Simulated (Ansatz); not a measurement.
The system is Sr.

```
Sr
1.0
     0.00000    3.04235    3.04235
     3.04235    0.00000    3.04235
     3.04235    3.04235    0.00000
Sr
1
Direct
  0.00000 0.00000 0.00000
```

Program: Ansatz 0.2.0. Alike in all runs: cell as given. Hardware: 1 thread of Arm Neoverse V2, on a shared host.

Task: Order these runs on this cell by their wall time, lowest first.
A. task band structure; level RPBE+D4; potentials or basis PseudoDojo standard (PBE files); spin SOC, no magnetisation; k mesh 8 × 8 × 8; cutoff (eV) 925; smearing fermi-dirac 0.05 eV; points for each segment of the path 14; other keys hamiltonian.xc = rpbe; hamiltonian.dispersion = d4; …
B. task single point; level r2SCAN+rVV10; potentials or basis Ansatz PAW earlier set; spin off; k mesh 8 × 8 × 8; cutoff (eV) 400; smearing fermi-dirac 0.1 eV
C. task density of states; level HSE03; potentials or basis PseudoDojo standard (PBE files); spin off; k mesh 6 × 6 × 6; cutoff (eV) 925; smearing methfessel-paxton 0.01 eV
D. task density of states; level PBEsol; potentials or basis Ansatz PAW; spin SOC, no magnetisation; k mesh 8 × 8 × 8; cutoff (eV) 420; smearing methfessel-paxton 0.025 eV

Result: B (3.3 s), D (9.8 s), A (41 s), C (100 s).

Runs at the PBE level aren't shown here.
